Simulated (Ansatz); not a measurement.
# Rh: compression at zero temperature

One table from this session's results is given with a row withheld; the runs are named, their logs left out.

Method: DFT PBE, scalar-relativistic, plane waves, PAW, in Ansatz 0.2.0.

1 further run of the same task is left out (set aside as unsound or not needed).

### The system as given

Symmetry: Fm-3m, No. 225, cubic system. Conventional cell: a = 3.830 Å, b = 3.830 Å, c = 3.830 Å, α = 90.00°, β = 90.00°, γ = 90.00°. Rh (site symmetry m-3m) is surrounded by 12 Rh at 2.71 Å.

As a file:

```cif
data_structure
_symmetry_space_group_name_H-M 'Fm-3m'
_symmetry_Int_Tables_number 225
_cell_length_a 3.8299
_cell_length_b 3.8299
_cell_length_c 3.8299
_cell_angle_alpha 90.000
_cell_angle_beta 90.000
_cell_angle_gamma 90.000
_cell_volume 56.18
loop_
_atom_site_label
_atom_site_type_symbol
_atom_site_symmetry_multiplicity
_atom_site_Wyckoff_symbol
_atom_site_fract_x
_atom_site_fract_y
_atom_site_fract_z
_atom_site_occupancy
Rh1 Rh 4 a 0.00000 0.00000 0.00000 1
```

It goes back to an entry of the Materials Project.

It is the result of an earlier relaxation at this level (volume 14.04 Å³/atom; gap on the mesh: none (metal)).

The first run:

input.yaml

```yaml
crystal:
  lattice:
    - [0.0, 1.933118698, 1.933118698]
    - [1.933118698, 0.0, 1.933118698]
    - [1.933118698, 1.933118698, 0.0]
  atoms:
    - { symbol: Rh, position: [0.0, 0.0, 0.0] }
basis:
  ecutwfc: 420
kpoints:
  mp_grid: { grid: [18, 18, 18] }
hamiltonian:
  xc: pbe
scf:
  occupations: { method: gaussian, width: 0.1 }
output:
  forces: true
  stress: true
  eigenvalues: true
  write_density: true
  write_potential: true
  elf: true
  volumetric_format: npy
relax:
  adjacent_minimum: "off"
  f_tol: 0.008
  max_steps: 50
  cell: { stress_tol: 0.08, p_target: -3.0 }
```

Command:

```
$ ansatz run input.yaml --threads 1 --pin off --max-ram 2560MiB --backend cpu --events-out ev --progress --plain --runs-dir out
```

Among the steps run: Target pressure -3 GPa; Target pressure 3 GPa; Relaxing at 8 GPa; 15 GPa; 30 GPa; Relaxing at 60 GPa.

One table of the session follows, with a row left open; its other results are not shown here.

Lengths are those of the vectors of the cell that was run:

| P (GPa) | V (Å³/atom) | a (Å) | b (Å) | c (Å) | ΔH (eV/atom) |
| --- | --- | --- | --- | --- | --- |
| -3 | 14.21 | 2.719 | 2.719 | 2.719 | -0.264 |
| 0 | 14.04 | 2.708 | 2.708 | 2.708 | 0.000 |
| 3 | 13.89 | 2.698 | 2.698 | 2.698 | 0.261 |
| 8 | ? | ? | ? | ? | ? |
| 15 | 13.35 | 2.662 | 2.662 | 2.662 | 1.280 |
| 30 | 12.81 | 2.626 | 2.626 | 2.626 | 2.503 |
| 60 | 12.01 | 2.571 | 2.571 | 2.571 | 4.821 |

**Question.** Estimate the row for P (GPa) = 8.

Worked estimate for «V (Å³/atom)». A straight line through the neighbours (3, 13.89) and (15, 13.35) gives 13.89 + (13.35 − 13.89) × (8 − 3) / (15 − 3) = 13.67; a parabola fitted to 4 rows on both sides gives 13.65.

As computed: V (Å³/atom): 13.65; a (Å): 2.682; b (Å): 2.682; c (Å): 2.682; ΔH (eV/atom): 0.691. In «V (Å³/atom)» the line misses by +0.02 and the parabola by 0.00.

ΔH is E + PV over the energy at zero pressure; a, b and c are the vectors of the computed cell. 
